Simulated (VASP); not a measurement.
# CaO in VASP: one cell, several levels of theory

What does VASP give for CaO (rocksalt), under -1.6 % shear in the xy plane, the cell held fixed? Runs: PBE, r2SCAN.

The runs shown are made with VASP 6.6.1. PAW datasets, plane waves. The values are computed, spin-unpolarised, and not measurements.

### 1 The structure to begin with

The cell comes from an earlier relaxation with r2SCAN in another program, then strained, with the atoms relaxed again.

It is orthorhombic, Immm (No. 71); a = 3.363 Å, b = 3.418 Å, c = 4.795 Å in the conventional setting, 13.78 Å³ an atom. Around Ca lie 6 O at 2.40 Å; around O lie 6 Ca at 2.40 Å.

Coordinates:

```cif
data_structure
_symmetry_space_group_name_H-M 'Immm'
_symmetry_Int_Tables_number 71
_cell_length_a 3.3634
_cell_length_b 3.4179
_cell_length_c 4.7951
_cell_angle_alpha 90.000
_cell_angle_beta 90.000
_cell_angle_gamma 90.000
_cell_volume 55.12
loop_
_atom_site_label
_atom_site_type_symbol
_atom_site_symmetry_multiplicity
_atom_site_Wyckoff_symbol
_atom_site_fract_x
_atom_site_fract_y
_atom_site_fract_z
_atom_site_occupancy
Ca1 Ca 2 a 0.00000 0.00000 0.00000 1
O1 O 2 c 0.50000 0.50000 0.00000 1
```

### 2 Single point with PBE

INCAR

```
ENCUT = 520.000000
SIGMA = 0.020000
EDIFF = 1.00e-07
GGA = PE
PREC = Accurate
IBRION = -1
ISIF = 2
ISMEAR = -1
NBANDS = 15
NELM = 120
NSW = 0
LASPH = .TRUE.
LCHARG = .TRUE.
LELF = .TRUE.
LWAVE = .FALSE.
LREAL = .FALSE.
```

KPOINTS

```
KPOINTS created by Atomic Simulation Environment
0
Gamma
10 10 10
0 0 0
```

KPOINTS_OPT

```
special points
7
Reciprocal
0.0000000000 0.0000000000 0.0000000000 1
0.5000000000 0.0000000000 0.5000000000 1
0.6250000000 0.2500000000 0.6250000000 1
0.3750000000 0.3750000000 0.7500000000 1
0.5000000000 0.5000000000 0.5000000000 1
0.5000000000 0.2500000000 0.7500000000 1
0.5000000000 0.5000000000 0.0000000000 1
```

POSCAR

```
Ca O
 1.0000000000000000
    -0.0193002784750000    2.3975501188249999    2.3975501188247987
     2.3975501188249999   -0.0193002784750000    2.3975501188247987
     2.3782498404000001    2.3782498404000001    0.0000000000495975
 Ca  O
   1   1
Cartesian
  0.0000000000000000  0.0000000000000000  0.0000000000000000
  2.3782498403750001  2.3782498403750001  2.3975501188495976
```

The run uses the recommended PBE PAW datasets (16 valence electrons a neutral cell).

Command:

```
mpirun -np 1 vasp_std
```

Printed to the terminal (iteration lines stand in OSZICAR):

```text
POSCAR found type information on POSCAR CaO
 POSCAR found :  2 types and       2 ions
 LDA part: xc-table for (Slater+PW92), standard interpolation
 POSCAR, INCAR and KPOINTS ok, starting setup
 FFT: planning ... GRIDC
 FFT: planning ... GRID_SOFT
 FFT: planning ... GRID
 WAVECAR not read
 entering main loop
 Start KPOINTS_OPT (optional k-point list driver)
k-point batch [1-7\7]
```

OSZICAR:

```text
N       E                     dE             d eps       ncg     rms          rms(c)
DAV:   1     0.124498880782E+03    0.12450E+03   -0.83851E+03  5130   0.109E+03
DAV:   2    -0.916945981435E+01   -0.13367E+03   -0.12483E+03  6300   0.291E+02
DAV:   3    -0.143679960750E+02   -0.51985E+01   -0.51625E+01  6124   0.594E+01
DAV:   4    -0.145073018863E+02   -0.13931E+00   -0.13921E+00  7357   0.870E+00
DAV:   5    -0.145086949943E+02   -0.13931E-02   -0.13931E-02  5973   0.777E-01    0.857E+00
DAV:   6    -0.128709062407E+02    0.16378E+01   -0.50693E+00  5895   0.221E+01    0.357E+00
DAV:   7    -0.127993953354E+02    0.71511E-01   -0.40630E-01  5781   0.660E+00    0.180E+00
DAV:   8    -0.127969158572E+02    0.24795E-02   -0.75441E-02  6698   0.296E+00    0.422E-01
DAV:   9    -0.127953701039E+02    0.15458E-02   -0.46872E-03  5298   0.573E-01    0.109E-01
DAV:  10    -0.127960252193E+02   -0.65512E-03   -0.72474E-04  6432   0.244E-01    0.419E-02
DAV:  11    -0.127960010992E+02    0.24120E-04   -0.50568E-05  6060   0.839E-02    0.706E-03
DAV:  12    -0.127960011391E+02   -0.39920E-07   -0.72591E-06  6082   0.242E-02    0.302E-03
DAV:  13    -0.127960012546E+02   -0.11541E-06   -0.25131E-07  6527   0.489E-03    0.371E-04
DAV:  14    -0.127960012752E+02   -0.20632E-07   -0.24832E-08  3188   0.158E-03
   1 F= -.12796001E+02 E0= -.12796001E+02  d E =-.906870E-14
       N       E                     dE             ncg
DAV:   1     0.408857278673E+04   -0.48437E+04      210
DAV:   2     0.319887723344E+04   -0.88970E+03      252
DAV:   3     0.316920890926E+04   -0.29668E+02      266
DAV:   4     0.316821692917E+04   -0.99198E+00      285
DAV:   5     0.316820778816E+04   -0.91410E-02      245
DAV:   6     0.316820762517E+04   -0.16300E-03      276
DAV:   7     0.316820762279E+04   -0.23756E-05      251
DAV:   8     0.316820762273E+04   -0.61735E-07      198
```

The lines after F= are the extra pass for the points of KPOINTS_OPT, at fixed density; their E is not a total energy.

Parts of OUTCAR:

```text
k-points           NKPTS =    171   k-points in BZ     NKDIM =    171   number of bands    NBANDS=     15

   NELECT =      16.0000    total number of electrons

   dimension x,y,z NGX =    28 NGY =   28 NGZ =   28
   dimension x,y,z NGXF=    56 NGYF=   56 NGZF=   56

  energy-cutoff  :      520.00
  volume of cell :       27.56
      direct lattice vectors                 reciprocal lattice vectors
    -0.019300278  2.397550119  2.397550119    -0.206880823  0.206880823  0.208546214
     2.397550119 -0.019300278  2.397550119     0.206880823 -0.206880823  0.208546214
     2.378249840  2.378249840  0.000000000     0.210238635  0.210238635 -0.208546214

 k-points in reciprocal lattice and weights: KPOINTS created by Atomic Simulation Env
   0.00000000  0.00000000  0.00000000       0.001
   0.10000000  0.00000000 -0.00000000       0.004
   0.20000000  0.00000000 -0.00000000       0.004
   0.30000000  0.00000000 -0.00000000       0.004
   0.40000000  0.00000000 -0.00000000       0.004
   0.50000000  0.00000000 -0.00000000       0.002
   0.10000000  0.10000000 -0.00000000       0.002
   0.20000000  0.10000000 -0.00000000       0.004
[... 163 more k-points ...]

 E-fermi :   2.9356

 k-point     1 :       0.0000    0.0000    0.0000
  band No.  band energies     occupation
      1     -35.2183      2.00000
      2     -15.9775      2.00000
      3     -15.9769      2.00000
      4     -15.9760      2.00000
      5     -13.1555      2.00000
      6       2.3645      2.00000
      7       2.3904      2.00000
      8       2.4185      2.00000
      9       7.1583      0.00000
     10       8.5525      0.00000
     11       8.6335      0.00000
     12       8.7143      0.00000
     13      10.1508      0.00000
     14      10.1514      0.00000
     15      17.5086      0.00000

 k-point     2 :       0.1000    0.0000   -0.0000
  band No.  band energies     occupation
      1     -35.2086      2.00000
      2     -16.1234      2.00000
      3     -15.9818      2.00000
      4     -15.9814      2.00000
      5     -13.0024      2.00000
      6       2.0123      2.00000
      7       2.2418      2.00000
      8       2.2813      2.00000
      9       7.6153      0.00000
     10       8.5522      0.00000
     11       8.7798      0.00000
     12       8.8831      0.00000
     13      10.3922      0.00000
     14      10.3932      0.00000
     15      17.8974      0.00000

 k-point     3 :       0.2000    0.0000   -0.0000
  band No.  band energies     occupation
      1     -35.1829      2.00000
      2     -16.4525      2.00000
      3     -15.9954      2.00000
      4     -15.9939      2.00000
      5     -12.6535      2.00000
      6       1.2412      2.00000
      7       1.9053      2.00000
      8       1.9520      2.00000
      9       8.5360      0.00000
     10       8.7191      0.00000
     11       9.2461      0.00000
     12       9.3489      0.00000
     13      11.0186      0.00000
     14      11.0213      0.00000
     15      18.4570      0.00000

 k-point     4 :       0.3000    0.0000   -0.0000
  band No.  band energies     occupation
      1     -35.1508      2.00000
      2     -16.7930      2.00000
      3     -16.0127      2.00000
      4     -16.0088      2.00000
      5     -12.2867      2.00000
      6       0.4695      2.00000
      7       1.5373      2.00000
      8       1.5912      2.00000
      9       8.8174      0.00000
     10       9.7991      0.00000
     11       9.9233      0.00000
     12       9.9867      0.00000
     13      11.8149      0.00000
     14      11.8199      0.00000
     15      17.9555      0.00000

 k-point     5 :       0.4000    0.0000   -0.0000
  band No.  band energies     occupation
      1     -35.1248      2.00000
      2     -17.0345      2.00000
      3     -16.0266      2.00000
      4     -16.0207      2.00000
      5     -12.0215      2.00000
      6      -0.0735      2.00000
      7       1.2687      2.00000
      8       1.3276      2.00000
      9       9.2199      0.00000
     10      10.4539      0.00000
     11      10.5677      0.00000
     12      10.6921      0.00000
     13      12.5366      0.00000
     14      12.5425      0.00000
     15      17.0101      0.00000

[... the tables of k-points 6 to 171 left out ...]

  Total        0.5311651      0.5311651      0.5267305      0.2095142      0.0000000      0.0000000
  in kB       30.8770032     30.8770032     30.6192192     12.1792124      0.0000000      0.0000000
  external PRESSURE =      30.7910752 kB  Pullay stress =       0.0000000 kB

 POSITION                                       TOTAL-FORCE (eV/Angst)
 -----------------------------------------------------------------------------------
      0.00000      0.00000      0.00000         0.000000      0.000000      0.000000
      2.37825      2.37825      2.39755        -0.000000     -0.000000     -0.000000
 -----------------------------------------------------------------------------------
    total drift:                                0.000000      0.000000      0.000000

  FREE ENERGIE OF THE ION-ELECTRON SYSTEM (eV)
  ---------------------------------------------------
  free  energy   TOTEN  =       -12.7960012752 eV

  energy  without entropy=      -12.7960012752  energy(sigma->0) =      -12.79600128
```

Wall time 83 s (1 MPI rank of Intel Xeon Platinum 8488C, shared host); peak memory 0.25 GiB.

The levels at the points of KPOINTS_OPT are read from vasprun.xml.

Near the gap, in eV above the top of the last filled band v; c is the band after it:

```csv
point,v−1,v,c,c+1
Γ,-0.03,0.00,4.74,6.13
X,-0.40,-0.40,3.60,8.06
U,-1.24,-0.82,5.12,8.00
K,-1.23,-0.87,5.16,7.96
L,-1.30,-1.24,7.07,8.34
W,-1.09,-1.09,6.31,6.31
```

PBE gives an indirect gap of 3.60 eV, from Γ to (0.50, 0.50, 0.00); the least direct gap is 3.97 eV. Pressure: 3.08 GPa; the forces vanish within 0.01 eV/Å.

Axes a, b and c in the maps are those of this run's conventional cell (a, b, c = 3.363, 3.418, 4.795 Å).

Density in a lattice plane of the grid's cell (edges 3.36 and 4.80 Å, at 0.000 of the third edge), which holds Ca and O.

Ten even steps from ' ' (0.04 e/Å³) to '@' (8.03 e/Å³):
```
##**==::                  ::==**
====::..                  ..::==
::....                      ....
                                
                                
                                
....                          ..
==--::..                  ..::--
%%**==..                  ..--**
@@%%++::                  ::++%%
%%**--..                  ..==**
==--::..                  ..::--
....                          ..
                                
                                
                                
::....                      ....
====::..                  ..::==
##**==::                  ::==**
%%##++--..              ..--++##
```
Columns run along the first of these edges and rows up along the second, over one cell in 16 and 20 even steps from the bottom left corner. Atoms in the plane (fractional): Ca at (0.00, 0.00), O at (0.00, 0.50).

ELF in the same plane.

Ten even steps from ' ' (0.02) to '@' (0.82):
```
**##%%%%**::          ::**%%%%##
%%%%%%%%==..          ..==%%%%%%
%%%%##++::              ::++##%%
==--::..                  ..::--
......                      ....
++++++==--::          ::--==++++
@@@@@@%%**==..      ..==**%%@@@@
@@@@@@@@%%++::      ::++%%@@@@@@
**##@@@@@@**--      --**@@@@@@##
--++@@@@@@**--      --**@@@@@@++
**##@@@@@@**--      --**@@@@@@##
@@@@@@@@%%++::      ::++%%@@@@@@
@@@@@@%%**==..      ..==**%%@@@@
++++++==--::          ::--==++++
......                      ....
==--::..                  ..::--
%%%%##++::              ::++##%%
%%%%%%%%==..          ..==%%%%%%
**##%%%%**::          ::**%%%%##
++**##%%##::          ::##%%##**
```
Columns run along the first of these edges and rows up along the second, over one cell in 16 and 20 even steps from the bottom left corner. Atoms in the plane (fractional): Ca at (0.00, 0.00), O at (0.00, 0.50).

Both are smooth fields of the valence electrons: close to the nuclei they are not physical.

Outside the cores ELF peaks at 0.83 in the shell around O, 0.6 Å from O.

### 3 Single point with r2SCAN

INCAR

```
ENCUT = 520.000000
SIGMA = 0.010000
EDIFF = 1.00e-07
ALGO = Normal
METAGGA = R2SCAN
PREC = Accurate
IBRION = -1
ISIF = 2
ISMEAR = 0
NBANDS = 15
NELM = 120
NSW = 0
LASPH = .TRUE.
LCHARG = .TRUE.
LELF = .TRUE.
LWAVE = .FALSE.
LREAL = .FALSE.
```

KPOINTS is that of step 2.

KPOINTS_OPT is that of step 2.

POSCAR is that of step 2.

Command:

```
mpirun -np 1 vasp_std
```

Standard output, without the iteration lines:

```text
POSCAR found type information on POSCAR CaO
 POSCAR found :  2 types and       2 ions
 -----------------------------------------------------------------------------
|                                                                             |
|                                                                             |
|     You enforced a specific xc type in the INCAR file but a different       |
|     I HOPE YOU KNOW WHAT YOU ARE DOING!                                     |
|                                                                             |
 -----------------------------------------------------------------------------

 LDA part: xc-table for (None), standard interpolation
 POSCAR, INCAR and KPOINTS ok, starting setup
 FFT: planning ... GRIDC
 FFT: planning ... GRID_SOFT
 FFT: planning ... GRID
 WAVECAR not read
 entering main loop
 Start KPOINTS_OPT (optional k-point list driver)
k-point batch [1-7\7]
```

OSZICAR:

```text
N       E                     dE             d eps       ncg     rms          rms(c)
DAV:   1     0.118404006105E+03    0.11840E+03   -0.85231E+03  5130   0.111E+03
DAV:   2    -0.197005621827E+02   -0.13810E+03   -0.12894E+03  6328   0.299E+02
DAV:   3    -0.251353720739E+02   -0.54348E+01   -0.53886E+01  6552   0.618E+01
DAV:   4    -0.252740166961E+02   -0.13864E+00   -0.13858E+00  6267   0.911E+00
DAV:   5    -0.252769009146E+02   -0.28842E-02   -0.28842E-02  6151   0.117E+00    0.769E+00
DAV:   6    -0.193186605802E+02    0.59582E+01   -0.34735E+00  6915   0.231E+01    0.259E+00
DAV:   7    -0.194492275376E+02   -0.13057E+00   -0.49757E-01  5375   0.504E+00    0.193E+00
DAV:   8    -0.194853842528E+02   -0.36157E-01   -0.17808E-01  5158   0.460E+00    0.139E+00
DAV:   9    -0.194517493648E+02    0.33635E-01   -0.83329E-02  5510   0.289E+00    0.132E-01
DAV:  10    -0.194512073337E+02    0.54203E-03   -0.41204E-03  5795   0.621E-01    0.746E-02
DAV:  11    -0.194513577546E+02   -0.15042E-03   -0.60593E-04  6181   0.219E-01    0.485E-02
DAV:  12    -0.194512999220E+02    0.57833E-04   -0.15117E-04  6306   0.108E-01    0.862E-03
DAV:  13    -0.194513008485E+02   -0.92647E-06   -0.83318E-06  6048   0.301E-02    0.707E-03
DAV:  14    -0.194513005282E+02    0.32026E-06   -0.35726E-07  6488   0.512E-03    0.442E-03
DAV:  15    -0.194513001026E+02    0.42560E-06   -0.11260E-06  5459   0.832E-03    0.106E-03
DAV:  16    -0.194513001847E+02   -0.82107E-07   -0.51743E-08  3006   0.223E-03
   1 F= -.19451300E+02 E0= -.19451300E+02  d E =-.641154E-33
       N       E                     dE             ncg
DAV:   1     0.403644640693E+04   -0.48958E+04      210
DAV:   2     0.310634713338E+04   -0.93010E+03      252
DAV:   3     0.307594307405E+04   -0.30404E+02      266
DAV:   4     0.307490661486E+04   -0.10365E+01      293
DAV:   5     0.307489959367E+04   -0.70212E-02      245
DAV:   6     0.307489946666E+04   -0.12701E-03      291
DAV:   7     0.307489946622E+04   -0.43198E-06      252
DAV:   8     0.307489946622E+04   -0.77544E-08      197
```

Parts of OUTCAR:

```text
k-points           NKPTS =    171   k-points in BZ     NKDIM =    171   number of bands    NBANDS=     15

   NELECT =      16.0000    total number of electrons

   dimension x,y,z NGX =    28 NGY =   28 NGZ =   28
   dimension x,y,z NGXF=    56 NGYF=   56 NGZF=   56

  energy-cutoff  :      520.00
  volume of cell :       27.56
      direct lattice vectors                 reciprocal lattice vectors
    -0.019300278  2.397550119  2.397550119    -0.206880823  0.206880823  0.208546214
     2.397550119 -0.019300278  2.397550119     0.206880823 -0.206880823  0.208546214
     2.378249840  2.378249840  0.000000000     0.210238635  0.210238635 -0.208546214

 k-points in reciprocal lattice and weights: KPOINTS created by Atomic Simulation Env
   0.00000000  0.00000000  0.00000000       0.001
   0.10000000  0.00000000 -0.00000000       0.004
   0.20000000  0.00000000 -0.00000000       0.004
   0.30000000  0.00000000 -0.00000000       0.004
   0.40000000  0.00000000 -0.00000000       0.004
   0.50000000  0.00000000 -0.00000000       0.002
   0.10000000  0.10000000 -0.00000000       0.002
   0.20000000  0.10000000 -0.00000000       0.004
[... 163 more k-points ...]

 E-fermi :   2.1643

 k-point     1 :       0.0000    0.0000    0.0000
  band No.  band energies     occupation
      1     -36.9720      2.00000
      2     -16.8587      2.00000
      3     -16.8587      2.00000
      4     -16.8583      2.00000
      5     -14.4313      2.00000
      6       2.0293      2.00000
      7       2.0555      2.00000
      8       2.0841      2.00000
      9       7.5403      0.00000
     10       8.8434      0.00000
     11       8.9265      0.00000
     12       9.0084      0.00000
     13      10.5353      0.00000
     14      10.5360      0.00000
     15      17.8757      0.00000

 k-point     2 :       0.1000    0.0000   -0.0000
  band No.  band energies     occupation
      1     -36.9623      2.00000
      2     -17.0261      2.00000
      3     -16.8634      2.00000
      4     -16.8630      2.00000
      5     -14.2576      2.00000
      6       1.6925      2.00000
      7       1.9093      2.00000
      8       1.9492      2.00000
      9       7.9933      0.00000
     10       8.8397      0.00000
     11       9.0764      0.00000
     12       9.1814      0.00000
     13      10.7800      0.00000
     14      10.7811      0.00000
     15      18.2794      0.00000

 k-point     3 :       0.2000    0.0000   -0.0000
  band No.  band energies     occupation
      1     -36.9369      2.00000
      2     -17.3895      2.00000
      3     -16.8766      2.00000
      4     -16.8743      2.00000
      5     -13.8769      2.00000
      6       0.9371      2.00000
      7       1.5762      2.00000
      8       1.6234      2.00000
      9       8.8453      0.00000
     10       9.0813      0.00000
     11       9.5563      0.00000
     12       9.6596      0.00000
     13      11.4178      0.00000
     14      11.4208      0.00000
     15      18.8899      0.00000

 k-point     4 :       0.3000    0.0000   -0.0000
  band No.  band energies     occupation
      1     -36.9053      2.00000
      2     -17.7537      2.00000
      3     -16.8930      2.00000
      4     -16.8881      2.00000
      5     -13.4895      2.00000
      6       0.1691      2.00000
      7       1.2092      2.00000
      8       1.2635      2.00000
      9       9.1053      0.00000
     10      10.1613      0.00000
     11      10.2974      0.00000
     12      10.3160      0.00000
     13      12.2318      0.00000
     14      12.2372      0.00000
     15      18.4888      0.00000

 k-point     5 :       0.4000    0.0000   -0.0000
  band No.  band energies     occupation
      1     -36.8796      2.00000
      2     -18.0078      2.00000
      3     -16.9060      2.00000
      4     -16.8992      2.00000
      5     -13.2145      2.00000
      6      -0.3742      2.00000
      7       0.9397      2.00000
      8       0.9991      2.00000
      9       9.5207      0.00000
     10      10.8006      0.00000
     11      10.9161      0.00000
     12      11.0926      0.00000
     13      12.9689      0.00000
     14      12.9753      0.00000
     15      17.6445      0.00000

[... the tables of k-points 6 to 171 left out ...]

  Total        0.1840532      0.1840532      0.1796008      0.2170941      0.0000000      0.0000000
  in kB       10.6991415     10.6991415     10.4403227     12.6198342      0.0000000      0.0000000
  external PRESSURE =      10.6128686 kB  Pullay stress =       0.0000000 kB

 POSITION                                       TOTAL-FORCE (eV/Angst)
 -----------------------------------------------------------------------------------
      0.00000      0.00000      0.00000         0.000000     -0.000000     -0.000000
      2.37825      2.37825      2.39755        -0.000000      0.000000      0.000000
 -----------------------------------------------------------------------------------
    total drift:                                0.000000      0.000000      0.000000

  FREE ENERGIE OF THE ION-ELECTRON SYSTEM (eV)
  ---------------------------------------------------
  free  energy   TOTEN  =       -19.4513001847 eV

  energy  without entropy=      -19.4513001847  energy(sigma->0) =      -19.45130018
```

Wall time 4.9 min (1 MPI rank of Intel Xeon Platinum 8488C, shared host); peak memory 0.26 GiB.

The levels at the points of KPOINTS_OPT are read from vasprun.xml.

Levels at the named points, in eV from the top of band v (v: the last filled band by count, c: the next):

```csv
point,v−1,v,c,c+1
Γ,-0.03,0.00,5.46,6.76
X,-0.40,-0.40,4.16,8.78
U,-1.22,-0.82,5.70,8.68
K,-1.22,-0.86,5.74,8.63
L,-1.30,-1.24,7.71,9.03
W,-1.07,-1.07,6.92,6.92
```

r2SCAN gives an indirect gap of 4.16 eV, from Γ to (0.50, 0.50, 0.00); the least direct gap is 4.52 eV. The pressure is 1.06 GPa; the forces vanish within 0.01 eV/Å.

### 4 Summary

```
 level  gap (eV)  pressure (GPa)
   PBE      3.60            3.08
r2SCAN      4.16            1.06
```

**Reading.** The gap spans 3.60 eV (PBE) to 4.16 eV (r2SCAN). The pressure is highest with PBE (3.1 GPa) and lowest with r2SCAN (1.1 GPa), which orders the cells that they would relax to.
